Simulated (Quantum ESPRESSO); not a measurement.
MgS in Quantum ESPRESSO: the effect of dispersion

MgS:

```xyz
2
Lattice="3.6109 0.0000 0.0000 -1.8054 3.1271 0.0000 0.0000 0.0000 3.3053" Properties=species:S:1:pos:R:3 pbc="T T T"
Mg    0.0000    0.0000    1.6526
S     1.8055    1.0424    0.0000
```

The cell was built by a generator and needn't be a form met in nature.

Alike in all runs:

```yaml
Program: Quantum ESPRESSO 7.5
Task: relaxation of cell and atoms
Functional: PBE
Potentials_or_basis: PseudoDojo 0.4.1 SR PBE standard
Cutoff: 1143 eV
Density_cutoff: 4572 eV
k_mesh: 8 × 8 × 7
Occupations: fermi-dirac, width 0.05 eV
Spin: no spin polarisation
```

Each run relaxes the cell or the atoms first.

```tsv
dispersion	relaxed volume (Å³/atom)	gap on the mesh (eV)
none	18.66	1.39
D2	18.32	1.38
D3	18.35	1.36
D3(BJ)	17.96	1.36
D4	18.01	1.36
rVV10	?	?
D3M(BJ)	17.07	1.31
```

Task: What does the run with dispersion rVV10 give?

Result: Relaxed volume 18.25 Å³/atom; gap on the mesh 1.28 eV.

Caveats: an odd mesh through Γ misses points on the zone boundary, where band edges often lie; the relaxation stopped at its first step, so nothing moved (some runs); rVV10's parameter b was fitted to another functional (some runs).
